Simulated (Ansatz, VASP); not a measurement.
# Two plane-wave programs on LiF

INCAR

```
ALGO = Normal
EDIFF = 1E-8
ENCUT = 520
GGA = PE
ISIF = 2
ISMEAR = -1
LASPH = T
LCHARG = F
LEFG = T
LREAL = F
LWAVE = F
NBANDS = 12
NELM = 100
PREC = Accurate
SIGMA = 0.03
```

File KPOINTS:

```
k-points
0
Gamma
  10 10 10
```

POSCAR

```
LiF
1.0
    0.0000000000      2.0273381370      2.0273381370
    2.0273381370      0.0000000000      2.0273381370
    2.0273381370      2.0273381370      0.0000000000
Li F
1 1
Direct
    0.0000000000      0.0000000000      0.0000000000
    0.5000000000      0.5000000000      0.5000000000
```

Input for Ansatz:

```yaml
crystal:
  lattice:
    - [0.0, 2.027338137, 2.027338137]
    - [2.027338137, 0.0, 2.027338137]
    - [2.027338137, 2.027338137, 0.0]
  atoms:
    - { symbol: Li, position: [0.0, 0.0, 0.0] }
    - { symbol: F, position: [0.5, 0.5, 0.5] }
kpoints:
  mp_grid: { grid: [10, 10, 10] }
scf:
  occupations: { method: fermi_dirac, width: 0.03 }
hamiltonian:
  xc: pbe
  pseudopotentials: { kind: paw }
output:
  forces: true
  stress: true
  eigenvalues: true
  efg: { contact_densities: true }
```

Change from the starting cell: volume scaled by 1.02, PAW files.

Alike in both runs: task electric field gradients; functional PBE; k mesh 10 × 10 × 10; occupations fermi-dirac, width 0.03 eV; no spin polarisation.

```csv
,VASP,Ansatz
version,VASP 6.6.1,Ansatz 0.2.0
potentials or method,"VASP PAW PBE potentials, release 64 (Li_sv, F)","PAW with Ansatz's default frozen-core files, scalar-relativistic"
plane-wave cutoff (eV),520,420
valence electrons in the cell,10,10
```

|  | VASP | Ansatz | Ansatz less VASP |
| --- | --- | --- | --- |
| gap on the k mesh at the Fermi level (eV) | 8.91 | 8.92 | +0.002 |
| Vzz of the field gradient on the site that differs most (V/Å²) | 0.0 | 0.0 | 0.00 |

With one functional, cell and mesh, what is left measures potentials, basis and numerics.

 A k mesh can miss the band edges.
